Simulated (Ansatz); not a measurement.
# SnSe: LAPW beside PAW

Aim: solve SnSe at one geometry with LAPW, all electrons, PAW with frozen cores and datasets made for this crystal, and see where they agree.

The COD cell was measured well above room temperature, so it is larger than a cold one.

Method: DFT PBE, scalar-relativistic, in Ansatz 0.2.0.

## Step 1: The system as given

Symmetry: Cmcm, No. 63, orthorhombic system. The conventional cell has a = 4.310 Å, b = 11.705 Å, c = 4.318 Å, α = 90.00°, β = 90.00°, γ = 90.00°. Sn (site symmetry m2m) has 5 Se at 2.76 to 3.06 Å as nearest neighbours. Se (site symmetry m2m) is surrounded by 5 Sn at 2.76 to 3.06 Å.

Coordinates:

```cif
data_structure
_symmetry_space_group_name_H-M 'Cmcm'
_symmetry_Int_Tables_number 63
_cell_length_a 4.3100
_cell_length_b 11.7050
_cell_length_c 4.3180
_cell_angle_alpha 90.000
_cell_angle_beta 90.000
_cell_angle_gamma 90.000
_cell_volume 217.84
loop_
_atom_site_label
_atom_site_type_symbol
_atom_site_symmetry_multiplicity
_atom_site_Wyckoff_symbol
_atom_site_fract_x
_atom_site_fract_y
_atom_site_fract_z
_atom_site_occupancy
Sn1 Sn 4 c 0.50000 0.62000 0.25000 1
Se1 Se 4 c 0.50000 0.85600 0.25000 1
```

The file gives the conventional cell by its symmetry; the runs use the cell typed in the input.

The structure is an experimental refinement, used without relaxation.

Atoms are numbered in the order of the input: Sn1, Sn2, Se3, Se4.

## Step 2: LAPW, all electrons

input.yaml

```yaml
crystal:
  lattice:
    - [2.155, -5.8525, 0.0]
    - [2.155, 5.8525, 0.0]
    - [0.0, 0.0, 4.318]
  atoms:
    - { symbol: Sn, position: [0.88, 0.12, 0.25] }
    - { symbol: Sn, position: [0.12, 0.88, 0.75] }
    - { symbol: Se, position: [0.644, 0.356, 0.25] }
    - { symbol: Se, position: [0.356, 0.644, 0.75] }
kpoints:
  mp_grid: { grid: [7, 7, 6] }
  band_path:
    path:
      - [0.0, 0.0, 0.0]
      - [-0.5, 0.5, 0.0]
      - [-0.2838962546, 0.7161037454, 0.0]
      - [0.2838962546, 0.2838962546, 0.0]
      - [0.0, 0.0, 0.0]
      - [0.0, 0.0, 0.5]
      - [0.2838962546, 0.2838962546, 0.5]
      - [-0.2838962546, 0.7161037454, 0.5]
      - [-0.5, 0.5, 0.5]
    npoints: 8
scf:
  occupations: { method: fermi_dirac, width: 0.03 }
hamiltonian:
  xc: pbe
  pseudopotentials: { kind: all_electron, lapw: { basis_error: 0.001 } }
output:
  forces: true
  stress: true
  eigenvalues: true
  populations: true
  dos: { projected: true, de: 0.2, e_range: [-14, 8] }
```

## Step 3: PAW with frozen cores

input.yaml, as its differences from that of step 2:

```diff
@@ -28,3 +28,3 @@
   xc: pbe
-  pseudopotentials: { kind: all_electron, lapw: { basis_error: 0.001 } }
+  pseudopotentials: { kind: paw }
 output:
@@ -33,3 +33,5 @@
   eigenvalues: true
+  efg: { contact_densities: true }
   populations: true
+  bader: true
   dos: { projected: true, de: 0.2, e_range: [-14, 8] }
```

## Step 4: Datasets made for this crystal

input.yaml, as its differences from that of step 3:

```diff
@@ -28,3 +28,3 @@
   xc: pbe
-  pseudopotentials: { kind: paw }
+  pseudopotentials: { kind: all_electron, datasets: crystal }
 output:
@@ -34,4 +34 @@
   efg: { contact_densities: true }
-  populations: true
-  bader: true
-  dos: { projected: true, de: 0.2, e_range: [-14, 8] }
```

(Steps that only read results are left out.)

**Question.** What will these runs give? Wanted: pressure; gap; largest force; Bader charges.

**Answer**, as computed:

| quantity | value |
| --- | --- |
| pressure | LAPW -0.51, PAW -0.51, crystal datasets -0.52 GPa |
| gap (LAPW) | 0.36 eV |
| largest force | LAPW 0.277, PAW 0.275, crystal datasets 0.276 eV/Å |
| Bader charges (PAW) | Sn1 +0.84, Se3 -0.84 e |

In words: The pressure of -0.5 GPa pushes the cell to shrink, with the atoms held in place. The gap is 0.36 eV. It is the Kohn-Sham gap of a semilocal functional, which mostly lies below the gap found in experiment. Se 4p states make 66 % of the projected weight in the top eV of the valence band. The projection holds only the free atom's occupied shells (Sn 5s, Sn 5p, Se 4s, Se 4p in this range). The field gradient at Sn1, the largest by crystal datasets, is -12.57 by PAW and -12.67 by crystal datasets (10²¹ V/m²), within 5 %. No spin–orbit coupling: at heavy atoms the gradients can be off by tens of per cent for that reason. PAW lies less than 0.01 GPa from LAPW in pressure and less than 0.01 eV in the gap. The forces differ by at most 1 meV/Å in a component, on a largest force of 0.277 eV/Å. LAPW took about 1.6 times as long as PAW (54 s against 33 s, on a shared host and with the outputs that each input asks for).
